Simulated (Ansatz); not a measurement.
# MgO: the cost of one run

Method: DFT PBE, scalar-relativistic, plane waves, PAW, in Ansatz 0.2.0.

## Step 1: The structure to begin with

Symmetry: C222_1, No. 20, orthorhombic system. The conventional cell has a = 4.702 Å, b = 4.702 Å, c = 3.325 Å, α = 90.00°, β = 90.00°, γ = 90.00°. Mg (site symmetry 2) has 4 O at 2.04 Å and 2 Mg at 2.04 Å as nearest neighbours. O (site symmetry 2) is surrounded by 4 Mg at 2.04 Å and 2 O at 2.04 Å.

Structure file:

```cif
data_structure
_symmetry_space_group_name_H-M 'P 1'
_symmetry_Int_Tables_number 1
_cell_length_a 3.3250
_cell_length_b 3.3250
_cell_length_c 3.3250
_cell_angle_alpha 90.000
_cell_angle_beta 90.000
_cell_angle_gamma 90.000
_cell_volume 36.76
loop_
_atom_site_label
_atom_site_type_symbol
_atom_site_fract_x
_atom_site_fract_y
_atom_site_fract_z
_atom_site_occupancy
Mg1 Mg 0.62500 0.62500 0.00000 1
Mg2 Mg 0.37500 0.37500 0.50000 1
O1 O 0.87500 0.12500 0.25000 1
O2 O 0.12500 0.87500 0.75000 1
```

A structure generator made this guess: 6-connected net, two elements spread over the vertices (C222_1, No. 20). Lengths come from tabulated atomic sizes and are only a guess.

## Step 2: Probe: one point on a coarse mesh

input.yaml reads:

```yaml
crystal:
  lattice:
    - [2.35114812, -2.35114812, 0.0]
    - [2.35114812, 2.35114812, 0.0]
    - [0.0, 0.0, 3.32502556]
  atoms:
    - { symbol: Mg, position: [0.625, 0.625, 0.0] }
    - { symbol: Mg, position: [0.375, 0.375, 0.5] }
    - { symbol: O, position: [0.875, 0.125, 0.25] }
    - { symbol: O, position: [0.125, 0.875, 0.75] }
basis:
  ecutwfc: 420
kpoints:
  mp_grid: { grid: [6, 6, 6] }
hamiltonian:
  xc: pbe
scf:
  occupations: { method: gaussian, width: 0.1 }
  lower_state_search: "off"
output:
  forces: true
  stress: true
  eigenvalues: true
```

Launch:

```sh
> ansatz run input.yaml --threads 1 --pin off --max-ram 2560MiB --backend cpu --events-out ev --progress --plain --runs-dir out
```

**Question.** How long does this run take on 1 thread of Intel Xeon Platinum 8375C at 2.90GHz (Ice Lake), shared host, and how much memory does it need?

About 2.5 s, with a peak of 0.35 GiB.
